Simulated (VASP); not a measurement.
# NbAs in VASP: work function with PBE

Aim: the work function of NbAs with PBE.

Program: VASP 6.6.1. These are calculated values, not measurements. Logs are shortened: lines on timing, memory, paths and dates and some standing lists are left out, and cuts for length are marked.

## Step 1: Starting point

The cell holds a sheet with vacuum, 2 atoms: a = 3.612 Å, b = 3.612 Å, c = 23.800 Å, α = 90.00°, β = 90.00°, γ = 90.00°.

The cell was built by a generator and needn't be a form met in nature.

## Step 2: Work function, PBE

The input, INCAR:

```
PREC = Accurate
ENCUT = 520
EDIFF = 1E-6
ISMEAR = 0
SIGMA = 0.05
LREAL = False
LASPH = True
NELM = 60
ALGO = Normal
ISIF = 2
LWAVE = False
LCHARG = True
LDIPOL = True
IDIPOL = 3
DIPOL = 0.5 0.5 0.294
GGA = PE
LELF = True
LVHAR = True
LVACPOTAV = True
```

The input, KPOINTS:

```
regular mesh
0
Gamma
  7 7 1
```

The input, POSCAR:

```
NbAs
1.0
    3.6117000000      0.0000000000      0.0000000000
    0.0000000000      3.6117000000      0.0000000000
    0.0000000000      0.0000000000     23.8000000000
Nb As
1 1
Direct
    0.0000000000      0.0000000000      0.2941200000
    0.5000000000      0.5000000000      0.2941200000
```

Potentials or basis: VASP PAW PBE potentials, release 64 (Nb_sv, As).

On the command line:

```bash
$ cat potpaw_PBE.64/Nb_sv/POTCAR potpaw_PBE.64/As/POTCAR > POTCAR
$ mpirun -np 1 vasp_std > vasp.out
```

OUTCAR:

```text
PREC = Accurate
   ENCUT = 520
   EDIFF = 1E-6
   ISMEAR = 0
   LREAL = False
   LASPH = True
   NELM = 60
   ISIF = 2
   GGA = PE

 ion  position               nearest neighbor table
   1  0.000  0.000  0.294-   2 2.55   2 2.55   2 2.55   2 2.55
   2  0.500  0.500  0.294-   1 2.55   1 2.55   1 2.55   1 2.55

  LATTYP: Found a simple tetragonal cell.
 ALAT       =     3.6117000000
 C/A-ratio  =     6.5896946036

  Lattice vectors:

 A1 = (   3.6117000000,   0.0000000000,   0.0000000000)
 A2 = (   0.0000000000,   3.6117000000,   0.0000000000)
 A3 = (   0.0000000000,   0.0000000000,  23.8000000000)

Analysis of symmetry for initial positions (statically):
=====================================================================
 Subroutine PRICEL returns:
 Original cell was already a primitive cell.

 Routine SETGRP: Setting up the symmetry group for a
 simple tetragonal supercell.

 Subroutine GETGRP returns: Found 16 space group operations
 (whereof  8 operations were pure point group operations)
 out of a pool of 16 trial point group operations.

The static configuration has the point symmetry C_4v.
 The point group associated with its full space group is D_4h.

Analysis of symmetry for dynamics (positions and initial velocities):
=====================================================================
 Subroutine PRICEL returns:
 Original cell was already a primitive cell.

 Routine SETGRP: Setting up the symmetry group for a
 simple tetragonal supercell.

 Subroutine GETGRP returns: Found 16 space group operations
 (whereof  8 operations were pure point group operations)
 out of a pool of 16 trial point group operations.

The dynamic configuration has the point symmetry C_4v.
 The point group associated with its full space group is D_4h.

 Subroutine INISYM returns: Found 16 space group operations
 (whereof  8 operations are pure point group operations),
 and found     1 'primitive' translations

----------------------------------------------------------------------------------------

                                     Primitive cell

  volume of cell :     310.4562

  direct lattice vectors                    reciprocal lattice vectors
     3.611700000  0.000000000  0.000000000     0.276877925  0.000000000  0.000000000
     0.000000000  3.611700000  0.000000000     0.000000000  0.276877925  0.000000000
     0.000000000  0.000000000 23.800000000     0.000000000  0.000000000  0.042016807

  length of vectors
     3.611700000  3.611700000 23.800000000     0.276877925  0.276877925  0.042016807

  position of ions in fractional coordinates (direct lattice)
     0.000000000  0.000000000  0.294120000
     0.500000000  0.500000000  0.294120000

  ion indices of the primitive-cell ions
   primitive index   ion index
                 1           1
                 2           2

----------------------------------------------------------------------------------------

 KPOINTS: regular mesh

Automatic generation of k-mesh.
 Grid dimensions read from file:
 generate k-points for:    7    7    1

 Generating k-lattice:

  Cartesian coordinates                     Fractional coordinates (reciprocal lattice)
     0.039553989  0.000000000  0.000000000     0.142857143  0.000000000  0.000000000
     0.000000000  0.039553989  0.000000000     0.000000000  0.142857143  0.000000000
     0.000000000  0.000000000  0.042016807     0.000000000  0.000000000  1.000000000

  Length of vectors
     0.039553989  0.039553989  0.042016807

  Shift w.r.t. Gamma in fractional coordinates (k-lattice)
     0.000000000  0.000000000  0.000000000

 Subroutine IBZKPT returns following result:
 ===========================================

 Found     10 irreducible k-points:

 Following reciprocal coordinates:
            Coordinates               Weight
  0.000000  0.000000  0.000000      1.000000
  0.142857  0.000000  0.000000      4.000000
  0.285714  0.000000  0.000000      4.000000
  0.428571  0.000000  0.000000      4.000000
  0.142857  0.142857  0.000000      4.000000
  0.285714  0.142857  0.000000      8.000000
  0.428571  0.142857  0.000000      8.000000
  0.285714  0.285714  0.000000      4.000000
  0.428571  0.285714  0.000000      8.000000
  0.428571  0.428571  0.000000      4.000000
   k-points           NKPTS =     10   k-points in BZ     NKDIM =     10   number of bands    NBANDS=     13
   number of dos      NEDOS =    301   number of ions     NIONS =      2
   total plane-waves  NPLWV = 141120
   dimension x,y,z NGX =    28 NGY =   28 NGZ =  180
   dimension x,y,z NGXF=    56 NGYF=   56 NGZF=  360
   ions per type =               1   1
   NGX,Y,Z   is equivalent  to a cutoff of  12.89, 12.89, 12.57 a.u.
   NGXF,Y,Z  is equivalent  to a cutoff of  25.78, 25.78, 25.15 a.u.
 SYSTEM =  unknown system
   PREC   = accura    normal or accurate (medium, high low for compatibility)
   ISTART =      0    job   : 0-new  1-cont  2-samecut
   ICHARG =      2    charge: 1-file 2-atom 10-const
   ISPIN  =      1    spin polarized calculation?
   LNONCOLLINEAR =      F non collinear calculations
   LSORBIT =      F    spin-orbit coupling
   LASPH  =      T    aspherical Exc in radial PAW
   ENCUT  =  520.0 eV  38.22 Ry    6.18 a.u.   6.72  6.72 44.25*2*pi/ulx,y,z
   NELM   =     60;   NELMIN=  2; NELMDL= -5     # of ELM steps
   EDIFF  = 0.1E-05   stopping-criterion for ELM
   LREAL  =      F    real-space projection
   EDIFFG = 0.1E-04   stopping-criterion for IOM
   NSW    =      0    number of steps for IOM
   IBRION =     -1    ionic relax: 0-MD 1-quasi-New 2-CG
   NFREE  =      0    steps in history (QN), initial steepest desc. (CG)
   ISIF   =      2    stress and relaxation
   ISYM   =      2    0-nonsym 1-usesym 2-fastsym
   POTIM  = 0.5000    time-step for ionic-motion
   TEBEG  =    0.0;   TEEND  =   0.0 temperature during run
   PSTRESS=    0.0 pullay stress
   NELECT =      18.0000    total number of electrons
   NUPDOWN=      -1.0000    fix difference up-down
   EMIN   =  10.00;   EMAX   =-10.00  energy-range for DOS
   EFERMI =   0.00;   METHOD = LEGACY
   ISMEAR =     0;   SIGMA  =   0.05  broadening in eV -4-tet -1-fermi 0-gaus
   EFERMI_NEDOS =   21; number of points for ismear=-14 and -15
   IALGO  =     38    algorithm
   IMIX   =      4    mixing-type and parameters
     AMIX     =   0.40;   BMIX     =  1.00
     AMIX_MAG =   1.60;   BMIX_MAG =  1.00
  volume/ion in A,a.u.               =     155.23      1047.53
  Fermi-wavevector in a.u.,A,eV,Ry     =   0.633625  1.197377  5.462474  0.401481
  Thomas-Fermi vector in A             =   1.697345
   LORBIT       =      0    0 simple, 1 ext, 2 COOP (PROOUT), +10 PAW based schemes
   GGA     = PE    functional components
   LHFCALC =     F    Hartree Fock is set to
   AEXX    =    0.0000 exact exchange contribution
   IVDW    =     0    specifies the selected vdW correction
   LEPSILON=     F    determine dielectric tensor
   LRPA    =     F    only Hartree local field effects (RPA)
 non-spin polarized calculation
 Gauss-broadening in eV      SIGMA  =   0.05
  energy-cutoff  :      520.00
  volume of cell :      310.46
 maximum number of plane-waves:      8389
 NGX is ok and might be reduce to    28
   NGX = 13   NGY = 13   NGZ = 89

 dipolmoment           0.000000      0.000000     -0.000001 electrons x Angstroem

 number of electron      18.0000000 magnetization

 dipolmoment           0.000000      0.000000      0.000002 electrons x Angstroem

 Free energy of the ion-electron system (eV)
  ---------------------------------------------------
  ext. energy  EPLUGINS =         0.00000000
  ---------------------------------------------------
  free energy    TOTEN  =       -13.38444041 eV

  energy without entropy =      -13.37884014  energy(sigma->0) =      -13.38164027

 E-fermi :  -2.6902     XC(G=0):  -2.1116

 val. band max:       -2.7071601737   @ k =   0.2857   0.1429   0.0000
 cond. band min:      -2.6455448008   @ k =   0.4286   0.0000   0.0000
 fundamental gap:      0.0616153729
 Fermi energy:        -2.6902317173

 k-point     1 :       0.0000    0.0000    0.0000
  band No.  band energies     occupation
      1     -58.4133      2.00000
      2     -34.5036      2.00000
      3     -34.5036      2.00000
      4     -34.4142      2.00000
      5     -14.8039      2.00000
      6      -5.3759      2.00000
      7      -5.1604      2.00000
      8      -3.2527      2.00000
      9      -2.9891      2.00000
     10      -2.9891      2.00000
     11      -2.9707      2.00000
     12      -2.3252      0.00000
     13      -2.3252      0.00000

 k-point     2 :       0.1429    0.0000    0.0000
  band No.  band energies     occupation
      1     -58.4121      2.00000
      2     -34.5280      2.00000
      3     -34.4991      2.00000
      4     -34.4123      2.00000
      5     -14.5810      2.00000
      6      -5.6612      2.00000
      7      -5.4911      2.00000
      8      -4.7152      2.00000
      9      -3.2905      2.00000
     10      -3.0406      2.00000
     11      -2.2812      0.00000
     12      -2.1096      0.00000
     13      -0.8025      0.00000

 k-point     3 :       0.2857    0.0000    0.0000
  band No.  band energies     occupation
      1     -58.4094      2.00000
      2     -34.5822      2.00000
      3     -34.4889      2.00000
      4     -34.4079      2.00000
      5     -13.9975      2.00000
      6      -7.1047      2.00000
      7      -5.9221      2.00000
      8      -5.7342      2.00000
      9      -2.9256      2.00000
     10      -2.5449      0.00004
     11      -2.1787      0.00000
     12      -1.4722      0.00000
     13       1.6980      0.00000
[... 81 lines left out ...]
 k-point     9 :       0.4286    0.2857    0.0000
  band No.  band energies     occupation
      1     -58.4028      2.00000
      2     -34.6098      2.00000
      3     -34.5585      2.00000
      4     -34.3992      2.00000
      5     -13.6403      2.00000
      6      -7.1955      2.00000
      7      -6.0802      2.00000
      8      -5.1502      2.00000
      9      -3.2583      2.00000
     10      -2.4192      0.00000
     11      -1.3196      0.00000
     12      -1.1119      0.00000
     13       0.7612      0.00000

 k-point    10 :       0.4286    0.4286    0.0000
  band No.  band energies     occupation
      1     -58.4004      2.00000
      2     -34.6013      2.00000
      3     -34.6010      2.00000
      4     -34.3963      2.00000
      5     -13.7826      2.00000
      6      -6.2441      2.00000
      7      -5.8430      2.00000
      8      -4.3573      2.00000
      9      -3.6195      2.00000
     10      -2.5448      0.00004
     11      -2.3067      0.00000
     12      -1.0346      0.00000
     13       0.2312      0.00000

------------------------ aborting loop because EDIFF is reached ----------------------------------------

  FORCE on cell =-STRESS in cart. coord.  units (eV):
  Direction    XX          YY          ZZ          XY          YZ          ZX
  --------------------------------------------------------------------------------------
  -------------------------------------------------------------------------------------
  Total       -1.1985749     -1.1985749     -0.0127805      0.0000000      0.0000000      0.0000000
  in kB       -6.1855095     -6.1855095     -0.0659566      0.0000000      0.0000000      0.0000000
  external PRESSURE =      -4.1456585 kB  Pullay stress =       0.0000000 kB

 VOLUME and BASIS-vectors are now :
 -----------------------------------------------------------------------------
  energy-cutoff  :      520.00
  volume of cell :      310.46
      direct lattice vectors                 reciprocal lattice vectors
     3.611700000  0.000000000  0.000000000     0.276877925  0.000000000  0.000000000
     0.000000000  3.611700000  0.000000000     0.000000000  0.276877925  0.000000000
     0.000000000  0.000000000 23.800000000     0.000000000  0.000000000  0.042016807

 POSITION                                       TOTAL-FORCE (eV/Angst)
 -----------------------------------------------------------------------------------
      0.00000      0.00000      7.00006         0.000000      0.000000      0.000000
      1.80585      1.80585      7.00006        -0.000000      0.000000     -0.000000
 -----------------------------------------------------------------------------------
    total drift:                               -0.000000      0.000000      0.000014

  FREE ENERGIE OF THE ION-ELECTRON SYSTEM (eV)
  ---------------------------------------------------
  free  energy   TOTEN  =       -13.3844404063 eV

  energy  without entropy=      -13.3788401382  energy(sigma->0) =      -13.38164027

 vacuum level on the upper side and lower side of the slab         1.689         1.689
```

Wall time 50 s (1 thread of Intel Xeon Platinum 8488C (Sapphire Rapids), shared host); peak memory 0.35 GiB.

Results:

| Quantity | Value |
| --- | --- |
| Free energy | -13.3844 eV |
| Band gap on the k mesh | none (metal or under the smearing width) |
| Work function of the upper face | 4.38 eV |
| Work function of the lower face | 4.38 eV |

## Step 3: The reference run

An earlier run on the cell as given: functional PBE; potentials or basis VASP PAW PBE potentials, release 64 (Nb_sv, As); cutoff 520 eV; k mesh 7 × 7 × 1; occupations fermi-dirac, width 0.05 eV; no spin polarisation.

* Band gap on the k mesh: none (metal or under the smearing width)
